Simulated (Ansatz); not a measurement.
# Si on Cu(100): change of the work function, part 2 of 5

How does Si on the hollow site change the work function of Cu(100) as the layer fills?

Ansatz 0.2.0; plane-wave DFT, RPBE, Ansatz PAW (the session's first sound run).

So far, work function, upper face (eV): step 2 (the clean slab) 4.41.

### 3. Adsorbate added, k-mesh 6×6×1, coverage 0.25 ML

System of this step: Si/Cu(100). The cell holds 17 atoms: 16 Cu and 1 Si. Its edges and angles: a = 5.105 Å, b = 5.105 Å, c = 25.321 Å, α = 90.0°, β = 90.0°, γ = 90.0°. Vacuum lies along c.

The clean slab as it ended is repeated in the plane and the adsorbate is set on one face; the cell's size fixes the coverage, and the k-mesh shrinks with it to keep the sampling density about even. Adsorbate and upper layers relax, since the dipole depends on the height.

Contents of input.yaml:

```yaml
crystal:
  lattice:
    - [5.1053109602, 0.0, 0.0]
    - [0.0, 5.1053109602, 0.0]
    - [0.0, 0.0, 25.3210422323]
  atoms:
    - { symbol: Cu, position: [0.25, 0.25, 0.3554356064] }
    - { symbol: Cu, position: [0.0, 0.0, 0.4267201919] }
    - { symbol: Cu, position: [0.25, 0.25, 0.5011190358] }
    - { symbol: Cu, position: [0.0, 0.0, 0.5733443578] }
    - { symbol: Cu, position: [0.25, 0.75, 0.3554356064] }
    - { symbol: Cu, position: [0.0, 0.5, 0.4267201919] }
    - { symbol: Cu, position: [0.25, 0.75, 0.5011190358] }
    - { symbol: Cu, position: [0.0, 0.5, 0.5733443578] }
    - { symbol: Cu, position: [0.75, 0.25, 0.3554356064] }
    - { symbol: Cu, position: [0.5, 0.0, 0.4267201919] }
    - { symbol: Cu, position: [0.75, 0.25, 0.5011190358] }
    - { symbol: Cu, position: [0.5, 0.0, 0.5733443578] }
    - { symbol: Cu, position: [0.75, 0.75, 0.3554356064] }
    - { symbol: Cu, position: [0.5, 0.5, 0.4267201919] }
    - { symbol: Cu, position: [0.75, 0.75, 0.5011190358] }
    - { symbol: Cu, position: [0.5, 0.5, 0.5733443578] }
    - { symbol: Si, position: [0.25, 0.25, 0.6445643936] }
kpoints:
  mp_grid: { grid: [6, 6, 1] }
hamiltonian:
  xc: rpbe
scf:
  occupations: { method: fermi_dirac, width: 0.1 }
  convergence: { dr2_threshold: 1.0e-08 }
efield:
  axis: 3
  dipole_correction: true
  ramp_position: 0.97
  ramp_width: 0.06
relax:
  f_tol: 0.02
  max_steps: 60
  constraints: [{ sites: [0, 1, 4, 5, 8, 9, 12, 13] }]
output:
  bader: true
  dos: { projected: true, e_range: [-8, 4] }
  write_potential: true
  write_density: true
  volumetric_format: npy
  elf: true
```

Launch:

```console
ansatz run input.yaml --threads 4 --pin off --max-ram 12288MiB --backend cpu --events-out ev --progress --plain --runs-dir out
```

Numbers of over 12 decimals in the logs are rounded to 6 here.

The log of the run:

```text
[...]
Crystal: 17 atoms, lattice volume = 659.973 Å³
Basis set: ecut = 420 eV, 12877 PW (Γ), exchange–correlation on 72×72×360 points (8 copies of the dense FFT grid, shifted against one another)
Bands: 185, of which v1, the nominal top of the filled ones, is band 154 counted from 1 (153 counted from 0)
Symmetry: 8 space group operations
[...]
k-points: 10 of 36
[...]
SCF iter   1: F=—  HF=-106720.163874 eV  |F-HF|=—  |Δ(HF+E_count)|=         —  Δρ=5.69e-3  dr2=6.01e-1  ethr=1.77e-3  p=-0.052 e·Å  D=-1.42e-2 V/Å  ΔV_dip=0.36 eV  dr2_dipole=1.83e-1  V_vac-E_F(+/−)=4.62/4.26 eV  ⟨swp⟩=8.4  Hψ=8152  notcnv=0  defer=115
[...]
SCF iter  13: F=-106720.152599 eV  HF=-106720.152599 eV  |F-HF|=1.87e-8  |Δ(HF+E_count)|=   9.99e-8  Δρ=9.99e-7  dr2=4.71e-9  ethr=3.25e-12  p=-0.052 e·Å  D=-1.42e-2 V/Å  ΔV_dip=0.36 eV  dr2_dipole=1.73e-10  V_vac-E_F(+/−)=4.72/4.36 eV  ⟨swp⟩=9.7  Hψ=11944  notcnv=0
SCF 1 converged in 13 iterations: F = -106720.152599 eV  dr2 = 4.71e-9
[...]
relax step   1: F+E_penalty+E_count = -106720.15259868 eV  Δ(F+E_penalty+E_count) = +0.000e0 eV  max|allowed force component| = 1.659e0 eV/Å  Δτ_max = 0.0000 Å  (13 SCF iters, accepted)
[...]
SCF iter  13: F=-106720.382653 eV  HF=-106720.382653 eV  |F-HF|=2.31e-8  |Δ(HF+E_count)|=   6.13e-8  Δρ=5.30e-7  dr2=3.94e-9  ethr=3.25e-12  p=-0.059 e·Å  D=-1.62e-2 V/Å  ΔV_dip=0.41 eV  dr2_dipole=1.60e-9  V_vac-E_F(+/−)=4.75/4.34 eV  ⟨swp⟩=8.3  Hψ=11166  notcnv=0
SCF 2 converged in 13 iterations: F = -106720.382653 eV  dr2 = 3.94e-9
relax step   2: F+E_penalty+E_count = -106720.38265260 eV  Δ(F+E_penalty+E_count) = -2.301e-1 eV  max|allowed force component| = 9.971e-1 eV/Å  Δτ_max = 0.1546 Å  (13 SCF iters, accepted)
SCF iter   1: F=—  HF=-106720.473603 eV  |F-HF|=—  |Δ(HF+E_count)|=         —  Δρ=3.82e-3  dr2=7.22e-2  ethr=5.80e-4  p=-0.059 e·Å  D=-1.62e-2 V/Å  ΔV_dip=0.41 eV  dr2_dipole=9.59e-3  V_vac-E_F(+/−)=4.76/4.35 eV  ⟨swp⟩=4.2  Hψ=3919  notcnv=0  defer=177
[...]
SCF iter  11: F=-106720.452371 eV  HF=-106720.452371 eV  |F-HF|=8.56e-8  |Δ(HF+E_count)|=   8.10e-8  Δρ=1.09e-6  dr2=7.11e-9  ethr=3.25e-12  p=-0.061 e·Å  D=-1.68e-2 V/Å  ΔV_dip=0.42 eV  dr2_dipole=3.25e-10  V_vac-E_F(+/−)=4.75/4.32 eV  ⟨swp⟩=13.3  Hψ=14484  notcnv=0
SCF 3 converged in 11 iterations: F = -106720.452371 eV  dr2 = 7.11e-9
relax step   3: F+E_penalty+E_count = -106720.45237111 eV  Δ(F+E_penalty+E_count) = -6.972e-2 eV  max|allowed force component| = 6.572e-1 eV/Å  Δτ_max = 0.1150 Å  (11 SCF iters, accepted)
[...]
relax step   4: F+E_penalty+E_count = -106720.49234228 eV  Δ(F+E_penalty+E_count) = -3.997e-2 eV  max|allowed force component| = 1.949e-1 eV/Å  Δτ_max = 0.0960 Å  (13 SCF iters, accepted)
[...]
relax step   5: F+E_penalty+E_count = -106720.49554333 eV  Δ(F+E_penalty+E_count) = -3.201e-3 eV  max|allowed force component| = 5.071e-2 eV/Å  Δτ_max = 0.0332 Å  (10 SCF iters, accepted)
SCF iter   1: F=—  HF=-106720.496273 eV  |F-HF|=—  |Δ(HF+E_count)|=         —  Δρ=3.75e-4  dr2=5.98e-4  ethr=2.60e-6  p=-0.062 e·Å  D=-1.71e-2 V/Å  ΔV_dip=0.43 eV  dr2_dipole=2.17e-5  V_vac-E_F(+/−)=4.75/4.31 eV  ⟨swp⟩=2.9  Hψ=3328  notcnv=0  defer=179
[...]
SCF iter   9: F=-106720.496084 eV  HF=-106720.496084 eV  |F-HF|=2.18e-8  |Δ(HF+E_count)|=   3.87e-8  Δρ=8.74e-7  dr2=4.32e-9  ethr=3.25e-12  p=-0.062 e·Å  D=-1.71e-2 V/Å  ΔV_dip=0.43 eV  dr2_dipole=1.69e-10  V_vac-E_F(+/−)=4.75/4.31 eV  ⟨swp⟩=10.2  Hψ=13689  notcnv=0
SCF 6 converged in 9 iterations: F = -106720.496084 eV  dr2 = 4.32e-9
relax step   6: F+E_penalty+E_count = -106720.49608383 eV  Δ(F+E_penalty+E_count) = -5.405e-4 eV  max|allowed force component| = 1.468e-3 eV/Å  Δτ_max = 0.0101 Å  (9 SCF iters, accepted)
NSCF: frozen V_eff on 10 k-points
[...]
WARN: The output density's exchange-correlation potential varies sharply where the density is thin. Do not read a vacuum level from v_tot or v_xc, or from such a field of the output density. On a cell that repeats whose density bears no net charge and no dipole along the vacuum's axis use v_es (v_loc + v_h of the components); under efield.dipole_correction with no amplitude use v_es + v_field, which holds any externa [...]
SCF converged after 9 iterations
Free energy (F): -106720.496084 eV
[...]
Internal energy: -106720.279445 eV  (E = F + TS)
E sigma→0 (E₀):  -106720.387764 eV
Entropy (-TS):   -0.216639 eV (-12.743 meV/atom)
Fermi energy:    1.961104 eV
Dipole field:    D = -0.017091 V/Å  (p = -0.062336 e·Å, saw-weighted, corrected)
Work function:   Φ+ = 4.7453 eV   Φ− = 4.3125 eV
[...]
--- Forces (eV/Å), atoms counted from 1 ---
  atom   1  Cu     0.00000000     0.00000000    -0.06978286
  atom   2  Cu     0.02313693     0.02313693     0.06772441
  atom   3  Cu    -0.00000000     0.00000000     0.00069022
  atom   4  Cu    -0.00022712    -0.00022712     0.00036309
  atom   5  Cu     0.00000000     0.00000000    -0.05321748
  atom   6  Cu     0.02313693    -0.02313693     0.06772441
  atom   7  Cu    -0.00000000     0.00000000    -0.00054709
  atom   8  Cu    -0.00022712     0.00022712     0.00036309
  atom   9  Cu     0.00000000     0.00000000    -0.05321748
  atom  10  Cu    -0.02313693     0.02313693     0.06772441
  atom  11  Cu     0.00000000     0.00000000    -0.00054709
  atom  12  Cu     0.00022712    -0.00022712     0.00036309
  atom  13  Cu     0.00000000     0.00000000    -0.09390977
  atom  14  Cu    -0.02313693    -0.02313693     0.06772441
  atom  15  Cu     0.00000000     0.00000000    -0.00146750
  atom  16  Cu     0.00022712     0.00022712     0.00036309
  atom  17  Si     0.00000000     0.00000000    -0.00035048
  max |Σ_I F_I| component: 4.88e-7 eV/Å
--- Band table (eV; the first three rows and the last of 10) ---
  k-point 0: bands = [... 150 lower, 1.4762, 1.6083, 1.7320, 1.8336, 1.9450, 1.9450, 1.9577, 2.0422, ... 27 higher]
  k-point 1: bands = [... 150 lower, 1.4122, 1.5899, 1.7291, 1.8941, 2.1197, 2.1781, 2.2128, 2.7425, ... 27 higher]
  k-point 2: bands = [... 150 lower, 1.0638, 1.9190, 1.9764, 2.2923, 2.3909, 2.5785, 2.9143, 2.9710, ... 27 higher]
  k-point 9: bands = [... 150 lower, 0.5680, 0.7215, 0.9690, 1.6450, 1.6450, 2.0561, 2.2296, 3.5051, ... 27 higher]
--- Relaxed structure (6 steps of the walk, 6 accepted, 0 SCFs on fresh bases) ---
  F+E_penalty+E_count = -106720.49608383 eV   max|allowed force component| = 1.468e-3 eV/Å
  atoms:
    - { symbol: Cu, position: [0.25, 0.25, 0.355436] }
    - { symbol: Cu, position: [0.0, 0.0, 0.426720] }
    - { symbol: Cu, position: [0.25, 0.25, 0.500632] }
    - { symbol: Cu, position: [-0.0057943, -0.0057943, 0.574976] }
    - { symbol: Cu, position: [0.25, 0.75, 0.355436] }
    - { symbol: Cu, position: [0.0, 0.5, 0.426720] }
    - { symbol: Cu, position: [0.25, 0.75, 0.501271] }
    - { symbol: Cu, position: [-0.0057943, 0.505794, 0.574976] }
    - { symbol: Cu, position: [0.75, 0.25, 0.355436] }
    - { symbol: Cu, position: [0.5, 0.0, 0.426720] }
    - { symbol: Cu, position: [0.75, 0.25, 0.501271] }
    - { symbol: Cu, position: [0.505794, -0.0057943, 0.574976] }
    - { symbol: Cu, position: [0.75, 0.75, 0.355436] }
    - { symbol: Cu, position: [0.5, 0.5, 0.426720] }
    - { symbol: Cu, position: [0.75, 0.75, 0.500792] }
    - { symbol: Cu, position: [0.505794, 0.505794, 0.574976] }
    - { symbol: Si, position: [0.25, 0.25, 0.631040] }
--- Bader charges: 17 sites ---
  site symbol  charge [e]  shift [e]
     0     Cu     -0.0161     0.0002
     1     Cu      0.0217     0.0002
     2     Cu      0.0449     0.0001
     3     Cu     -0.0568     0.0014
     4     Cu     -0.0318     0.0002
     5     Cu      0.0217     0.0002
     6     Cu      0.0131     0.0001
     7     Cu     -0.0568     0.0014
     8     Cu     -0.0318     0.0002
     9     Cu      0.0217     0.0002
    10     Cu      0.0131     0.0001
    11     Cu     -0.0568     0.0014
    12     Cu     -0.0061     0.0002
    13     Cu      0.0217     0.0002
    14     Cu     -0.0326     0.0002
    15     Cu     -0.0568     0.0014
    16     Si      0.1877     0.0055
  estimated error of the sums over rays = 4.3e-4 e
```

The job ended after 7.2 min (4 threads of Intel Xeon Platinum 8259CL at 2.50GHz (Skylake/Cascade Lake), shared host; peak memory 3.2 GiB).

Relaxation path:

```csv
step,energy less that of the first step (eV),largest force component (eV/Å)
1,0.0000,1.6594
2,-0.2301,0.9971
3,-0.2998,0.6572
4,-0.3397,0.1949
5,-0.3429,0.0507
6,-0.3435,0.0015
```

The run keeps the 8 symmetry operations that it works with, so distortions that break them were not tested.

The atoms that moved most (Å):

```csv
atom,dx,dy,dz,length
Si17,0.000,0.000,-0.342,0.342
Cu16,0.030,0.030,0.041,0.059
Cu12,0.030,-0.030,0.041,0.059
Cu8,-0.030,0.030,0.041,0.059
Cu4,-0.030,-0.030,0.041,0.059
Cu3,0.000,0.000,-0.012,0.012
Cu15,0.000,0.000,-0.008,0.008
```

The relaxed structure:

```cif
data_structure
_symmetry_space_group_name_H-M 'P 1'
_symmetry_Int_Tables_number 1
_cell_length_a 5.1053
_cell_length_b 5.1053
_cell_length_c 25.3210
_cell_angle_alpha 90.000
_cell_angle_beta 90.000
_cell_angle_gamma 90.000
_cell_volume 659.97
loop_
_atom_site_label
_atom_site_type_symbol
_atom_site_fract_x
_atom_site_fract_y
_atom_site_fract_z
_atom_site_occupancy
Cu1 Cu 0.25000 0.25000 0.35544 1
Cu2 Cu 0.00000 0.00000 0.42672 1
Cu3 Cu 0.25000 0.25000 0.50063 1
Cu4 Cu 0.99421 0.99421 0.57498 1
Cu5 Cu 0.25000 0.75000 0.35544 1
Cu6 Cu 0.00000 0.50000 0.42672 1
Cu7 Cu 0.25000 0.75000 0.50127 1
Cu8 Cu 0.99421 0.50579 0.57498 1
Cu9 Cu 0.75000 0.25000 0.35544 1
Cu10 Cu 0.50000 0.00000 0.42672 1
Cu11 Cu 0.75000 0.25000 0.50127 1
Cu12 Cu 0.50579 0.99421 0.57498 1
Cu13 Cu 0.75000 0.75000 0.35544 1
Cu14 Cu 0.50000 0.50000 0.42672 1
Cu15 Cu 0.75000 0.75000 0.50079 1
Cu16 Cu 0.50579 0.50579 0.57498 1
Si17 Si 0.25000 0.25000 0.63104 1
```

Numbers from this step:

```
energy at zero smearing        : -106720.3878 eV
work function, upper face      : 4.745 eV
work function, lower face      : 4.312 eV
dipole along the normal        : -0.06234 e·Å
step between the vacuum levels : 0.4328 eV
```

Running mean over 1.805 Å of the planar mean; the ramp of the sawtooth is left out. Table of electron's electrostatic potential energy less the Fermi level by z:

z (Å), electron's electrostatic potential energy less the Fermi level (eV) and a bar from the least value:
```
        4       4.31 #############################
        5       4.31 #############################
        6       4.27 #############################
        7       3.84 ############################
        8      -1.62 ################
        9      -8.41 #
       10      -8.80 
       11      -8.68 
       12      -8.18 #
       13      -8.54 #
       14      -8.40 #
       15      -8.22 #
       16      -0.91 #################
       17       2.89 ##########################
       18       4.57 ##############################
       19       4.73 ##############################
       20       4.74 ##############################
       21       4.75 ##############################
       22       4.75 ##############################
```

The density of states has structure finer than the step of the table below, so its rows give means over 0.25 eV, whole bins alone (the curve runs from -8 to 1.98 eV). Peaks (eV: height): -2.980: 81.4, -2.920: 79.4, -2.740: 84.8, -2.440: 85.4, -2.350: 86.0, -2.230: 83.8, -1.710: 83.4.

Table of density of states by energy, zero at the Fermi level; means over each step:

```csv
energy (eV),density of states (states/eV a cell)
-7.75,1.61
-7.50,1.66
-7.25,1.56
-7.00,0.980
-6.75,1.42
-6.50,2.92
-6.25,3.59
-6.00,3.48
-5.75,2.91
-5.50,3.52
-5.25,5.73
-5.00,5.18
-4.75,11.5
-4.50,17.7
-4.25,21.1
-4.00,40.3
-3.75,29.0
-3.50,35.1
-3.25,48.1
-3.00,55.0
-2.75,67.8
-2.50,55.3
-2.25,68.6
-2.00,62.4
-1.75,72.7
-1.50,48.5
-1.25,11.5
-1.00,7.56
-0.75,5.95
-0.50,5.46
-0.25,8.65
0.00,4.76
0.25,7.29
0.50,7.24
0.75,3.74
1.00,5.65
1.25,3.61
1.50,7.66
1.75,6.08
```

Projected DOS per atom over height of the atomic layer and energy from the Fermi level. Layers: Cu4 Cu4 Cu4 Cu4 Si from below.

Values in states/eV, 22 rows by 5 columns, each cell a mean:
```
0.14 0.17 0.17 0.14 0.57
0.15 0.15 0.14 0.13 0.74
0.17 0.18 0.17 0.14 0.85
0.29 0.32 0.26 0.23 1.39
0.28 0.25 0.27 0.26 1.07
0.30 0.25 0.26 0.27 1.05
0.51 0.39 0.37 0.30 0.76
3.49 2.22 1.86 0.86 0.63
5.57 3.77 4.69 3.09 0.49
4.63 3.02 3.20 4.63 0.58
3.35 3.39 3.59 4.32 0.58
2.06 2.81 2.89 3.56 0.61
1.35 2.39 1.86 2.55 0.47
1.04 2.56 2.19 1.65 0.57
0.55 1.19 1.08 0.92 0.39
0.24 0.41 0.41 0.32 0.16
0.17 0.26 0.29 0.18 0.16
0.15 0.22 0.22 0.14 0.14
0.16 0.20 0.29 0.12 0.26
0.04 0.12 0.09 0.03 0.05
0.05 0.16 0.11 0.04 0.11
0.06 0.17 0.07 0.03 0.25
```
Columns: height of the atomic layer (Å) from 9 to 16.0 (not evenly spaced); rows upwards: energy from the Fermi level (eV) from -7.96 to 1.95.

ELF in the ca plane at fractional y = 0.250, with atoms of Cu and Si within 0.2 Å of it. It is the smooth field of the valence electrons, not physical close to the nuclei.

Ten even steps from '0' (0.00) to '9' (0.95), each cell a mean:
```
11221122222222111222223455443210000000000000
11112221222221222122222222110000000000000000
11125732222212474112222110000000000000000000
11126842122212585212221100000000000000000000
11123421222221342122222211000000000000000000
11111112222222111122223333321100000000000000
11222222222232222222224566665310000000000000
11221122222222111222235788887642000000000000
11112221222221222122346667999753100000000000
11125732222212474112344347999864100000000000
01126842122212585212344257999864100000000000
11123421222221342112345457999863100000000000
11111112222222111122346778998742100000000000
11222222222232222222235677876421000000000000
```
Columns run along c (16.0 Å, from fractional 0.29 to 0.92 of the cell), rows up along a (5.1 Å). Atoms in or near the plane, at fractional coordinates: Cu at (0.36, 0.25), Cu at (0.50, 0.25), Cu at (0.36, 0.75), Cu at (0.50, 0.75), Si at (0.63, 0.25).

Electrostatic potential energy in the ca plane at fractional y = 0.250, with atoms of Cu and Si within 0.2 Å of it. With pseudopotentials it is smooth inside the atoms' cores, unlike the true potential.

Ten even steps from '0' (-51 eV) to '9' (7 eV), each cell a mean:
```
99998889999999888999999999999999999999999999
99974358999997434799999999999999999999999999
99840016999985100589999999999999999999999999
99830016999984000589999999999999999999999999
99852137999996212699999999999999999999999999
99986678999998767899999999999999999999999999
99999899999999989999999999999999999999999999
99998889999999888999998878899999999999999999
99974358999997434899987434799999999999999999
99840016999985001589985100589999999999999999
99830016999984000589985000489999999999999999
99852137999996212799986212689999999999999999
99986678999998767899998766899999999999999999
99999899999999989999999989999999999999999999
```
Columns run along c (16.0 Å, from fractional 0.29 to 0.92 of the cell; values clipped at the 3rd and 97th percentile), rows up along a (5.1 Å). Atoms in or near the plane, at fractional coordinates: Cu at (0.36, 0.25), Cu at (0.50, 0.25), Cu at (0.36, 0.75), Cu at (0.50, 0.75), Si at (0.63, 0.25).

Valence density in the ca plane at fractional y = 0.250, with atoms of Cu and Si within 0.2 Å of it. It is the smooth field of the valence electrons, not physical close to the nuclei.

Ten steps, logarithmic in the rise over the least value, from '0' (0 e/Å³) to '9' (46 e/Å³), each cell a mean:
```
00001110000000111000000000000000000000000000
00014431000001343100000000000000000000000000
00147962000013797310000000000000000000000000
00148972000013897310000000000000000000000000
00026741000002575200000000000000000000000000
00012211000001221100000000000000000000000000
00000100000000010000000000000000000000000000
00001110000000111000011110000000000000000000
00014431000001343100011111100000000000000000
00147962000013797200011000100000000000000000
00148972000013897310011000100000000000000000
00026741000012575200011101100000000000000000
00012211000001221100011111000000000000000000
00000100001000010000111000000000000000000000
```
Columns run along c (16.0 Å, from fractional 0.29 to 0.92 of the cell), rows up along a (5.1 Å). Atoms in or near the plane, at fractional coordinates: Cu at (0.36, 0.25), Cu at (0.50, 0.25), Cu at (0.36, 0.75), Cu at (0.50, 0.75), Si at (0.63, 0.25).

The relaxation took 6 steps and lowered the energy by 0.34 eV; the largest force on the free atoms ends at 0.0015 eV/Å.

By hand: a sheet of dipoles makes a step −p/(ε₀A) in the electron's potential. With e/ε₀ = 180.95 V·Å, p = -0.06234 e·Å and A = 26.06 Å², that is −180.95 × (-0.06234) / 26.06 = +0.433 eV, and the two vacuum levels of the run differ by +0.433 eV.

The covered face has 4.75 eV, +0.33 eV against the clean one; the bare back face has moved by -0.09 eV, a measure of how thin the slab is.

(Continued in part 3 of 5.)

[Logs are printed without paths, hosts, clocks, repeated set-up lines and the standing remarks that a program may print on its own settings, such as how far it seeks lower states.]

[Hosts, paths, dates, database ids (printed as entryN), source tags and the programs' standing remarks are cut or masked in the printed files.]

[Maps of the electrostatic potential energy from Ansatz leave out the sawtooth potential of an applied field or a dipole correction, so their vacuum need not be flat; planar profiles and work functions include it.]

[The density of states shown here was stored with 400 of the rows of the run's finer table, so its peaks can read low, often by over a quarter, or be missed, and its means over a window can be off by a tenth or more.]
